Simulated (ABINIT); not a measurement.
Wanted: the native input for an ABINIT 10.8.3 (patched build) run.

```yaml
Task: band structure
Functional: PBEsol
Potentials_or_basis: JTH PAW PBE v2.0
Cutoff: 435 eV
k_mesh: 8 × 8 × 5
Occupations: fermi-dirac, width 0.05 eV
Spin: no spin polarisation
Fine-grid_cutoff: 870.764 eV
Exchange_and_correlation_inside_the_PAW_spheres: full angular mesh (pawxcdev 0, this build's default; the released program takes 1)
```

The system is Te2Pt (Moncheite).

```xyz
3
Lattice="4.0100 0.0000 0.0000 -2.0050 3.4728 0.0000 0.0000 0.0000 5.2010" Properties=species:S:1:pos:R:3 pbc="T T T"
Pt    0.0000    0.0000    0.0000
Te    2.0050    1.1576    3.9007
Te    0.0000    2.3152    1.3002
```

The input as run:

run.abi

```
# Datasets: ground state, then fixed potential
ndtset 2

# Pseudopotentials
pp_dirpath "./"
pseudos "Pt.GGA_PBE-JTH.xml, Te.GGA_PBE-JTH.xml"

# Structure
acell 7.5778017597 7.5778017598 9.8284655742
rprim
     1.0000000000     0.0000000000     0.0000000000
    -0.5000000000     0.8660254038     0.0000000000
     0.0000000000     0.0000000000     1.0000000000
ntypat 2
znucl 78 52
natom 3
typat 1 2 2
xcart
     0.0000000000     0.0000000000     0.0000000000
     3.7889008803     2.1875229427     7.3713491806
    -0.0000000004     4.3750458861     2.4571163935

# Plane-wave basis
ecut 16.0
pawecutdg 32.0

# Exchange and correlation
ixc -116133

# Bands and occupations
occopt 3
tsmear 0.00183747

# SCF cycle
nstep 100

# Output
iomode 3
prtwf 0
prteig 0
prtebands 0
prtden1 1
prtvha1 1
prtvclmb1 1
prtpot1 1

# Dataset 1
kptopt1 1
ngkpt1 8 8 5
nshiftk1 1
shiftk1 0.0 0.0 0.0
nband1 15
tolvrs1 1.0e-9

# Dataset 2: bands along G-M-K-G-A-L-H-A
iscf2 -2
getden2 1
nband2 21
nbdbuf2 4
tolwfr2 1.0e-11
kptopt2 -7
ndivsm2 5
prteig2 1
kptbounds2
     0.0000000000     0.0000000000     0.0000000000
     0.5000000000     0.0000000000     0.0000000000
     0.3333333333     0.3333333333     0.0000000000
     0.0000000000     0.0000000000     0.0000000000
     0.0000000000     0.0000000000     0.5000000000
     0.5000000000     0.0000000000     0.5000000000
     0.3333333333     0.3333333333     0.5000000000
     0.0000000000     0.0000000000     0.5000000000
```

Potentials or basis: JTH PAW PBE v2.0.

Launch:

```bash
$ abinit run.abi > log 2>&1
```

It gave:

```json
{
 "Pressure": "5.5 GPa",
 "Largest force": "0.965 eV/Å",
 "Band gap on the k mesh": "none (metal or under the smearing width)",
 "Valence electrons inside the program's atomic spheres": "Pt 8.77; Te 3.12"
}
```

Caveat: the PAW data sets were made with another functional, which shifts forces and pressure a little; spin-orbit coupling is left out, which moves the levels of the heavy elements.

Run time: 97 s on 1 thread of Arm Neoverse V1 (shared host), peak memory 0.14 GiB.
